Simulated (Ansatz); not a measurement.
# SiNi: the cost of one run

Program: Ansatz 0.2.0. Level of theory: DFT r2SCAN, scalar-relativistic, plane waves, PAW. These are calculated values, not measurements.

2 further runs of the same task are left out: 2 set aside as unsound or not needed. Runs told in other sessions of the task aren't counted.

**1. Starting point**

It takes space group P2_13 (No. 198, cubic). Conventional cell: a = 4.465 Å, b = 4.465 Å, c = 4.465 Å, α = 90.00°, β = 90.00°, γ = 90.00°. Around Si (site symmetry 3) lie 7 Ni at 2.33 to 2.42 Å. Ni (site symmetry 3) is surrounded by 7 Si at 2.33 to 2.42 Å.

As a file:

```cif
data_structure
_symmetry_space_group_name_H-M 'P2_13'
_symmetry_Int_Tables_number 198
_cell_length_a 4.4648
_cell_length_b 4.4648
_cell_length_c 4.4648
_cell_angle_alpha 90.000
_cell_angle_beta 90.000
_cell_angle_gamma 90.000
_cell_volume 89.00
loop_
_atom_site_label
_atom_site_type_symbol
_atom_site_symmetry_multiplicity
_atom_site_Wyckoff_symbol
_atom_site_fract_x
_atom_site_fract_y
_atom_site_fract_z
_atom_site_occupancy
Si1 Si 4 a 0.84692 0.84692 0.84692 1
Ni1 Ni 4 a 0.14873 0.14873 0.14873 1
```

It is the result of an earlier relaxation at this level (volume 11.13 Å³/atom; gap on the mesh: none (metal)).

**2. Zero of energy**

Reference values: F = -25940.3810 eV; pressure -0.03 GPa; largest force 0.001 eV/Å; gap on the mesh none (metal). It was computed beforehand with the settings of the runs below.

**3. Setting up a frozen normal mode**

Mode 21 of the phonon run on this cell, counted from the lowest, is frozen in: each atom moves by x times its row below, so x is the largest displacement.

```
atom      ux      uy      uz
 Si1  -0.577  -0.577  -0.577
 Si2   0.577   0.577  -0.577
 Si3  -0.577   0.577   0.577
 Si4   0.577  -0.577   0.577
 Ni5   0.028   0.028   0.028
 Ni6  -0.028  -0.028   0.028
 Ni7   0.028  -0.028  -0.028
 Ni8  -0.028   0.028  -0.028
```

**4. Point x = -0.120 Å**

Contents of input.yaml:

```yaml
crystal:
  lattice:
    - [4.4648149096, 0.0, 0.0]
    - [0.0, 4.4648149096, 0.0]
    - [0.0, 0.0, 4.4648149096]
  atoms:
    - { symbol: Si, position: [0.8624383906, 0.8624383906, 0.8624383906] }
    - { symbol: Si, position: [0.6375616094, 0.1375616094, 0.3624383906] }
    - { symbol: Si, position: [0.3624383906, 0.6375616094, 0.1375616094] }
    - { symbol: Si, position: [0.1375616094, 0.3624383906, 0.6375616094] }
    - { symbol: Ni, position: [0.1479638171, 0.1479638171, 0.1479638171] }
    - { symbol: Ni, position: [0.3520361829, 0.8520361829, 0.6479638171] }
    - { symbol: Ni, position: [0.6479638171, 0.3520361829, 0.8520361829] }
    - { symbol: Ni, position: [0.8520361829, 0.6479638171, 0.3520361829] }
basis:
  ecutwfc: 500
kpoints:
  mp_grid: { grid: [10, 10, 10] }
hamiltonian:
  xc: r2scan
scf:
  occupations: { method: gaussian, width: 0.15 }
output:
  forces: true
  stress: true
  eigenvalues: true
```

Command:

```
ansatz run input.yaml --threads 2 --pin off --max-ram 5120MiB --backend cpu --events-out ev --progress --plain --runs-dir out
```

Q: Estimate wall time and peak memory on 2 threads of AMD EPYC 9R45 (Zen 5), shared host.

About 18 s, with a peak of 0.75 GiB.
